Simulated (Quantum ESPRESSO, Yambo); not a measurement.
# BN (P6_3/mmc): Bethe-Salpeter spectra with Yambo, part 4 of 5

Aim: follow the lowest exciton of BN (P6_3/mmc) as the mesh is refined.

Quantum ESPRESSO 7.5 and Yambo 5.3.0; PBE and many-body steps on it, plane waves. Known limits of the many-body steps: not at the basis limit; coarse k mesh; bindings not settled in the k mesh.

So far. Step 16 (Triplet (no exchange term)): The lowest triplet lies at 5.049 eV; without spin-orbit coupling triplets are dark, so no spectrum is read. Step 17 (Empty states on the mesh, 12×12×4 mesh, 16 bands): On this mesh the gap is 4.314 eV.

### Step 19. k mesh (12×12×4)

This step: Bethe-Salpeter equation on PBE with a scissors shift, plane waves, norm-conserving pseudopotentials.

Contents of bse12.in:

```
optics
bss
bse
em1s
dipoles
rim_cut
RandQpts= 1000000
RandGvec= 1 RL
Chimod= "HARTREE"
BSKmod= "SEX"
BSEmod= "resonant"
BSSmod= "d"
BSENGexx= 20 Ry
BSENGBlk= 4 Ry
% BSEQptR
 1 | 1 |
%
% BSEBands
 6 | 10 |
%
% BEnRange
 0 | 8 | eV
%
% BDmRange
 0.1 | 0.1 | eV
%
BEnSteps= 161
% BLongDir
 1 | 0 | 0 |
%
% BndsRnXs
 1 | 16 |
%
NGsBlkXs= 4 Ry
% LongDrXs
 1 | 1 | 1 |
%
% KfnQP_E
 1.45 | 1.0 | 1.0 |
%
WRbsWF
FFTGvecs= 32 Ry
```

Command:

```sh
$ OMP_NUM_THREADS=1 mpirun -n 8 yambo -F bse12.in -J bse12 -C bse12 > bse12.log
```

Output:

```text
 Yambo, version 5.3.0

 [02] CORE Variables Setup
 =========================

  [... cell, symmetries and grids as in the set-up ...]

  [02.05] Energies & Occupations
  ==============================

  [X] === General ===
  [X] Electronic Temperature                        :  0.000000  0.000000 [eV K]
  [X] Bosonic    Temperature                        :  0.000000  0.000000 [eV K]
  [X] Finite Temperature mode                       : no
  [X] El. density                                   :  0.44236E+24 [cm-3]
[...]
==========================================================

   [BSE] Exchange components :   373
   [BSE] Correlation components :    51   427

    [08.01.05.01] Screened interaction header I/O
    =============================================

    [08.01.05.02] Main kernel loop
    ==============================

    [08.01.05.03] Wave-Function Phases
    ==================================

    [BSE] WF phases found       :  72.85024 [o/o]

   [08.01.06] BSE solver(s) @q1
   ============================

   [SLK-Digonalization]  Pools        :  2
   [SLK-Digonalization]  BLACS grid   :  2  2

   [08.01.07] Diago Solver @q1
   ===========================

 [11] Game Over & Game summary
```

The job ended after 1.9 min (8 MPI ranks of Arm Neoverse V2, shared host; peak memory 5.8 GiB; 15 min of CPU time).

Numbers from this step:

```yaml
transitions_in_the_window: 3456
direct_gap_of_the_transition_levels: 6.120 eV
lowest_state: 5.172 eV
first_strong_exciton_over_a_fiftieth_of_the_strongest_listed: 5.222 eV
binding_of_the_lowest_state_below_the_direct_gap: 0.9473 eV
coulomb_term_of_one_mesh_cell: 0.3971 eV
```

The lowest state lies at 5.172 eV, 0.947 eV under the direct gap.

The ε₂ has structure finer than the step of the table below, so its rows give means over 0.25 eV, whole bins alone (the curve runs from 0 to 8 eV). Peaks (eV: height): BSE 5.200: 40.9, 6.000: 10.5; no electron-hole interaction 6.300: 6.34, 6.850: 11.5, 7.450: 12.5.

Field along x; broadening 0.1 eV; transition window only. Limits: finite bands, cutoff and mesh. The ε₂ by photon energy; means over each step:

```
photon energy (eV)     BSE  no electron-hole interaction
              0.25  0.0247                        0.0136
              0.50  0.0272                        0.0147
              0.75  0.0301                        0.0158
              1.00  0.0336                        0.0171
              1.25  0.0377                        0.0186
              1.50  0.0426                        0.0202
              1.75  0.0486                        0.0221
              2.00  0.0559                        0.0243
              2.25  0.0651                        0.0269
              2.50  0.0768                        0.0298
              2.75  0.0920                        0.0333
              3.00   0.112                        0.0375
              3.25   0.140                        0.0426
              3.50   0.181                        0.0488
              3.75   0.243                        0.0565
              4.00   0.344                        0.0663
              4.25   0.529                        0.0791
              4.50   0.930                        0.0963
              4.75    2.12                         0.120
              5.00    9.49                         0.156
              5.25    29.7                         0.212
              5.50    7.35                         0.315
              5.75    7.95                         0.554
              6.00    9.04                          1.61
              6.25    4.42                          5.04
              6.50    2.91                          5.42
              6.75    1.79                          10.3
              7.00    1.27                          9.83
              7.25   0.819                          8.89
              7.50   0.924                          11.4
              7.75   0.847                          5.57
```

The window of bands is narrower than in the first exciton run, so this row is not like for like with it.

The program warns that the window of bands cuts a degenerate level, which breaks the symmetry of states and spectrum.

### Step 20. Triplet (no exchange term)

bse13.in, as its differences from bse12.in of step 19:

```diff
@@ -12,3 +12,3 @@
 BSSmod= "d"
-BSENGexx= 20 Ry
+BSENGexx= 1 RL
 BSENGBlk= 4 Ry
```

Command:

```sh
$ OMP_NUM_THREADS=1 mpirun -n 8 yambo -F bse13.in -J bse13,bse12_W -C bse13 > bse13.log
```

Output:

```text
 Yambo, version 5.3.0

 [02] CORE Variables Setup
 =========================

  [... cell, symmetries and grids as in the set-up ...]

  [02.05] Energies & Occupations
  ==============================

  [X] === General ===
  [X] Electronic Temperature                        :  0.000000  0.000000 [eV K]
  [X] Bosonic    Temperature                        :  0.000000  0.000000 [eV K]
  [X] Finite Temperature mode                       : no
  [X] El. density                                   :  0.44236E+24 [cm-3]
[...]
=========================================

  [WARNING] [r,Vnl^pseudo] included in position and velocity dipoles.

  [WARNING] In case H contains other non local terms, these are neglected

 [07] Static Dielectric Matrix
 =============================

    [08.01.05.02] Main kernel loop
    ==============================

    [08.01.05.03] Wave-Function Phases
    ==================================

    [BSE] WF phases found       :  72.85024 [o/o]

   [08.01.06] BSE solver(s) @q1
   ============================

   [SLK-Digonalization]  Pools        :  2
   [SLK-Digonalization]  BLACS grid   :  2  2

   [08.01.07] Diago Solver @q1
   ===========================

 [11] Game Over & Game summary
```

The job ended after 1.8 min (8 MPI ranks; peak memory 5.6 GiB; 14 min of CPU time).

The lowest triplet lies at 5.075 eV; without spin-orbit coupling triplets are dark, so no spectrum is read.

The program warns that the window of bands cuts a degenerate level, which breaks the symmetry of states and spectrum.

### Step 21. Empty states on the mesh, 12×12×6 mesh, 16 bands

This step: Quantum ESPRESSO 7.5; DFT, PBE, plane waves, norm-conserving pseudopotentials.

Contents of pw.in:

```
&control
  calculation = 'nscf'
  prefix = 'x'
  outdir = 'o'
  pseudo_dir = 'pseudo'
/
&system
  ibrav = 0
  nat = 4
  ntyp = 2
  ecutwfc = 72.0
  nbnd = 16
  force_symmorphic = .true.
/
&electrons
  conv_thr = 1e-9
  electron_maxstep = 80
  diago_full_acc = .true.
  diago_thr_init = 5e-6
/
ATOMIC_SPECIES
  B 10.81 B.upf
  N 14.007 N.upf
CELL_PARAMETERS angstrom
  2.5039900000 0.0000000000 0.0000000000
  -1.2519950000 2.1685189508 0.0000000000
  0.0000000000 0.0000000000 6.6612000000
ATOMIC_POSITIONS crystal
  B 0.3333333333 0.6666666667 0.2500000000
  B 0.6666666667 0.3333333333 0.7500000000
  N 0.3333333333 0.6666666667 0.7500000000
  N 0.6666666667 0.3333333333 0.2500000000
K_POINTS automatic
  12 12 6 0 0 0
```

Command:

```sh
$ OMP_NUM_THREADS=1 mpirun -n 8 pw.x -nk 4 -in pw.in > pw.out
```

Output:

```text
[banner, memory and clock lines left out]
Program PWSCF v.7.5 starts

     Atomic positions and unit cell read from directory:
     o/x.save/

     Message from routine setup:
     using ibrav=0 with symmetry is DISCOURAGED, use correct ibrav instead

     bravais-lattice index     =            0
     lattice parameter (alat)  =       4.7319  a.u.
     unit-cell volume          =     244.0871 (a.u.)^3
     number of atoms/cell      =            4
     number of atomic types    =            2
     number of electrons       =        16.00
[...]
4        N      tau(   4) = (   0.5000000   0.2886751   0.6650586  )

     number of k points=   100

     Number of k-points >= 100: set verbosity='high' to print them.

     Dense  grid:    20149 G-vectors     FFT dimensions: (  25,  25,  72)

     The potential is recalculated from file :
     o/x.save/charge-density

     Starting wfcs are   16 randomized atomic wfcs

     Band Structure Calculation

     End of band structure calculation

     Number of k-points >= 100: set verbosity='high' to print the bands.

     highest occupied, lowest unoccupied level (ev):     4.6985    9.0127

     XML data file, pseudopotentials, collected wavefunctions
```

Elapsed: 3.4 s, on 8 MPI ranks; peak memory 0.34 GiB; 25 s of CPU time.

Numbers from this step:

- gap: 4.314 eV
- k of the valence top: 0.3333, 0.3333, -0.5
- k of the conduction bottom: 0, -0.5, 0
- least direct gap: 4.670 eV
- k points computed: 100
- lowest point of the top converged band, above the valence top: 12.62 eV

On this mesh the gap is 4.314 eV.

### Step 22. Conversion and set-up

This step: Yambo 5.3.0; conversion and set-up on PBE, plane waves, norm-conserving pseudopotentials.

Command:

```sh
$ (cd o/x.save; p2y > p2y.log; mv SAVE ../..); yambo > setup.log
```

Output:

```text
 Yambo, version 5.3.0

 [02] CORE Variables Setup
 =========================

  [02.01] Unit cells
  ==================

  Cell kind             :  HCP
  Atoms in the cell     :  B  N
  number of B  atoms    :  2
  number of N  atoms    :  2

  List of atomic masses
  Mass of B     :  10.81000
  Mass of N     :  14.00700

  List of atomic coordinates    : [cc]
  B1       : -0.23659E-09   2.7319       3.1470      order 1
  B2       :  2.365928  1.365969  9.440883  order 2
  N1       : -0.23659E-09   2.7319       9.4409      order 3
[...]
BZ  Q-points                                      :   864

 K/Q-points units:
 rlu = crystal or reduced units; cc = cartesian coordinates; iku = interal k-units

 Q [  1]        [rlu]:  0.000000  0.000000  0.000000
 Q [  2]        [rlu]:  0.000000  0.000000  0.166667
 Q [  3]        [rlu]:  0.000000  0.000000  0.333333
[...]
[... 38 further rows ...]
 Q [ 49]        [rlu]:  0.166667  0.166667  0.000000
 Q [ 50]        [rlu]:  0.166667  0.166667  0.166667

 Remaining 50 points informations can be written running with -fatlog

  [03.01] X indexes
  =================

   [03.01.01] Sigma indexes
   ========================

 [06] Game Over & Game summary
```

The job ended after 3 s (1 MPI rank; peak memory 0.27 GiB).

### Step 23. k mesh (12×12×6)

This step: Bethe-Salpeter equation on PBE with a scissors shift, plane waves, norm-conserving pseudopotentials.

bse15.in, as its differences from bse13.in of step 20:

```diff
@@ -12,3 +12,3 @@
 BSSmod= "d"
-BSENGexx= 1 RL
+BSENGexx= 20 Ry
 BSENGBlk= 4 Ry
@@ -18,3 +18,3 @@
 % BSEBands
- 6 | 10 |
+ 7 | 10 |
 %
```

Command:

```sh
$ OMP_NUM_THREADS=1 mpirun -n 8 yambo -F bse15.in -J bse15 -C bse15 > bse15.log
```

Output:

```text
 Yambo, version 5.3.0

 [02] CORE Variables Setup
 =========================

  [... cell, symmetries and grids as in the set-up ...]

  [02.05] Energies & Occupations
  ==============================

  [X] === General ===
  [X] Electronic Temperature                        :  0.000000  0.000000 [eV K]
  [X] Bosonic    Temperature                        :  0.000000  0.000000 [eV K]
  [X] Finite Temperature mode                       : no
  [X] El. density                                   :  0.44236E+24 [cm-3]
[...]
==========================================================

   [BSE] Exchange components :   373
   [BSE] Correlation components :    51   427

    [08.01.05.01] Screened interaction header I/O
    =============================================

    [08.01.05.02] Main kernel loop
    ==============================

    [08.01.05.03] Wave-Function Phases
    ==================================

    [BSE] WF phases found       :  75.91667 [o/o]

   [08.01.06] BSE solver(s) @q1
   ============================

   [SLK-Digonalization]  Pools        :  2
   [SLK-Digonalization]  BLACS grid   :  2  2

   [08.01.07] Diago Solver @q1
   ===========================

 [11] Game Over & Game summary
```

Elapsed: 2.2 min, on 8 MPI ranks; peak memory 5.9 GiB; 17 min of CPU time.

This step gave:

```yaml
transitions_in_the_window: 3456
direct_gap_of_the_transition_levels: 6.120 eV
lowest_state: 5.144 eV
first_strong_exciton_over_a_fiftieth_of_the_strongest_listed: 5.193 eV
binding_of_the_lowest_state_below_the_direct_gap: 0.9761 eV
coulomb_term_of_one_mesh_cell: 0.3469 eV
```

The lowest state lies at 5.144 eV, 0.976 eV under the direct gap.

The window of bands is narrower than in the first exciton run, so this row is not like for like with it.

The program warns that the window of bands cuts a degenerate level, which breaks the symmetry of states and spectrum.

### Step 24. Triplet (no exchange term)

bse16.in, as its differences from bse15.in of step 23:

```diff
@@ -12,3 +12,3 @@
 BSSmod= "d"
-BSENGexx= 20 Ry
+BSENGexx= 1 RL
 BSENGBlk= 4 Ry
```

Command:

```sh
$ OMP_NUM_THREADS=1 mpirun -n 8 yambo -F bse16.in -J bse16,bse15_W -C bse16 > bse16.log
```

Output:

```text
 Yambo, version 5.3.0

 [02] CORE Variables Setup
 =========================

  [... cell, symmetries and grids as in the set-up ...]

  [02.05] Energies & Occupations
  ==============================

  [X] === General ===
  [X] Electronic Temperature                        :  0.000000  0.000000 [eV K]
  [X] Bosonic    Temperature                        :  0.000000  0.000000 [eV K]
  [X] Finite Temperature mode                       : no
  [X] El. density                                   :  0.44236E+24 [cm-3]
[...]
=========================================

  [WARNING] [r,Vnl^pseudo] included in position and velocity dipoles.

  [WARNING] In case H contains other non local terms, these are neglected

 [07] Static Dielectric Matrix
 =============================

    [08.01.05.02] Main kernel loop
    ==============================

    [08.01.05.03] Wave-Function Phases
    ==================================

    [BSE] WF phases found       :  75.91667 [o/o]

   [08.01.06] BSE solver(s) @q1
   ============================

   [SLK-Digonalization]  Pools        :  2
   [SLK-Digonalization]  BLACS grid   :  2  2

   [08.01.07] Diago Solver @q1
   ===========================

 [11] Game Over & Game summary
```

The job ended after 1.8 min (8 MPI ranks; peak memory 5.8 GiB; 14 min of CPU time).

The lowest triplet lies at 5.047 eV; without spin-orbit coupling triplets are dark, so no spectrum is read.

The program warns that the window of bands cuts a degenerate level, which breaks the symmetry of states and spectrum.

### Step 25. Empty states on the mesh, 15×15×6 mesh, 16 bands

This step: Quantum ESPRESSO 7.5; DFT, PBE, plane waves, norm-conserving pseudopotentials.

Edit pw.in of step 21 so:

```diff
@@ -33,2 +33,2 @@
 K_POINTS automatic
-  12 12 6 0 0 0
+  15 15 6 0 0 0
```

Command:

```sh
$ OMP_NUM_THREADS=1 mpirun -n 8 pw.x -nk 4 -in pw.in > pw.out
```

Output:

```text
[banner, memory and clock lines left out]
Program PWSCF v.7.5 starts

     Atomic positions and unit cell read from directory:
     o/x.save/

     Message from routine setup:
     using ibrav=0 with symmetry is DISCOURAGED, use correct ibrav instead

     bravais-lattice index     =            0
     lattice parameter (alat)  =       4.7319  a.u.
     unit-cell volume          =     244.0871 (a.u.)^3
     number of atoms/cell      =            4
     number of atomic types    =            2
     number of electrons       =        16.00
[...]
4        N      tau(   4) = (   0.5000000   0.2886751   0.6650586  )

     number of k points=   146

     Number of k-points >= 100: set verbosity='high' to print them.

     Dense  grid:    20149 G-vectors     FFT dimensions: (  25,  25,  72)

     The potential is recalculated from file :
     o/x.save/charge-density

     Starting wfcs are   16 randomized atomic wfcs

     Band Structure Calculation

     End of band structure calculation

     Number of k-points >= 100: set verbosity='high' to print the bands.

     highest occupied, lowest unoccupied level (ev):     4.7243    9.0565

     XML data file, pseudopotentials, collected wavefunctions
```

Run time: 4.6 s. Hardware: 8 MPI ranks; peak memory 0.34 GiB; 36 s of CPU time.

This step gave:

```
gap                                                           : 4.332 eV
k of the valence top                                          : 0.2667, 0.3333, 0
k of the conduction bottom                                    : 0.0667, 0.4667, 0
least direct gap                                              : 4.670 eV
k points computed                                             : 146
lowest point of the top converged band, above the valence top : 12.65 eV
```

On this mesh the gap is 4.332 eV.

### Step 26. Conversion and set-up

This step: Yambo 5.3.0; conversion and set-up on PBE, plane waves, norm-conserving pseudopotentials.

Command:

```sh
$ (cd o/x.save; p2y > p2y.log; mv SAVE ../..); yambo > setup.log
```

Output:

```text
 Yambo, version 5.3.0

 [02] CORE Variables Setup
 =========================

  [02.01] Unit cells
  ==================

  Cell kind             :  HCP
  Atoms in the cell     :  B  N
  number of B  atoms    :  2
  number of N  atoms    :  2

  List of atomic masses
  Mass of B     :  10.81000
  Mass of N     :  14.00700

  List of atomic coordinates    : [cc]
  B1       : -0.23659E-09   2.7319       3.1470      order 1
  B2       :  2.365928  1.365969  9.440883  order 2
  N1       : -0.23659E-09   2.7319       9.4409      order 3
[...]
BZ  Q-points                                      :  1350

 K/Q-points units:
 rlu = crystal or reduced units; cc = cartesian coordinates; iku = interal k-units

 Q [  1]        [rlu]:  0.000000  0.000000  0.000000
 Q [  2]        [rlu]:  0.000000  0.000000  0.166667
 Q [  3]        [rlu]:  0.000000  0.000000  0.333333
[...]
[... 38 further rows ...]
 Q [ 49]        [rlu]:  0.066667  0.333333  0.000000
 Q [ 50]        [rlu]:  0.066667  0.333333  0.166667

 Remaining 96 points informations can be written running with -fatlog

  [03.01] X indexes
  =================

   [03.01.01] Sigma indexes
   ========================

 [06] Game Over & Game summary
```

It took 3.8 s on 1 MPI rank; peak memory 0.28 GiB.

### Step 27. k mesh (15×15×6)

This step: Bethe-Salpeter equation on PBE with a scissors shift, plane waves, norm-conserving pseudopotentials.

bse18.in, as its differences from bse16.in of step 24:

```diff
@@ -12,3 +12,3 @@
 BSSmod= "d"
-BSENGexx= 1 RL
+BSENGexx= 20 Ry
 BSENGBlk= 4 Ry
```

Command:

```sh
$ OMP_NUM_THREADS=1 mpirun -n 8 yambo -F bse18.in -J bse18 -C bse18 > bse18.log
```

Output:

```text
 Yambo, version 5.3.0

 [02] CORE Variables Setup
 =========================

  [... cell, symmetries and grids as in the set-up ...]

  [02.05] Energies & Occupations
  ==============================

  [X] === General ===
  [X] Electronic Temperature                        :  0.000000  0.000000 [eV K]
  [X] Bosonic    Temperature                        :  0.000000  0.000000 [eV K]
  [X] Finite Temperature mode                       : no
  [X] El. density                                   :  0.44236E+24 [cm-3]
[...]
==========================================================

   [BSE] Exchange components :   373
   [BSE] Correlation components :    51   427

    [08.01.05.01] Screened interaction header I/O
    =============================================

    [08.01.05.02] Main kernel loop
    ==============================

    [08.01.05.03] Wave-Function Phases
    ==================================

    [BSE] WF phases found       :  80.29395 [o/o]

   [08.01.06] BSE solver(s) @q1
   ============================

   [SLK-Digonalization]  Pools        :  2
   [SLK-Digonalization]  BLACS grid   :  2  2

   [08.01.07] Diago Solver @q1
   ===========================

 [11] Game Over & Game summary
```

It took 7 min on 8 MPI ranks; peak memory 11 GiB.

This step gave:

* transitions in the window: 5400
* direct gap of the transition levels: 6.120 eV
* lowest state: 5.159 eV
* first strong exciton (over a fiftieth of the strongest listed): 5.209 eV
* binding of the lowest state below the direct gap: 0.9608 eV
* Coulomb term of one mesh cell: 0.2989 eV

The lowest state lies at 5.159 eV, 0.961 eV under the direct gap.

The window of bands is narrower than in the first exciton run, so this row is not like for like with it.

The program warns that the window of bands cuts a degenerate level, which breaks the symmetry of states and spectrum.

(Part 4 of 5 ends here.)

[Paths, hosts, dates, memory and timing lines, banners, echoed tables and standing remarks are left out of the program output.]

[Logs are printed without paths, hosts, clocks, repeated set-up lines and the standing remarks that a program may print on its own settings, such as how far it seeks lower states.]

[Runs of the session that timed out or met a known fault of the program may be left out.]

[Hosts, paths, dates, database ids (printed as entryN), source tags and the programs' standing remarks are cut or masked in the printed files.]
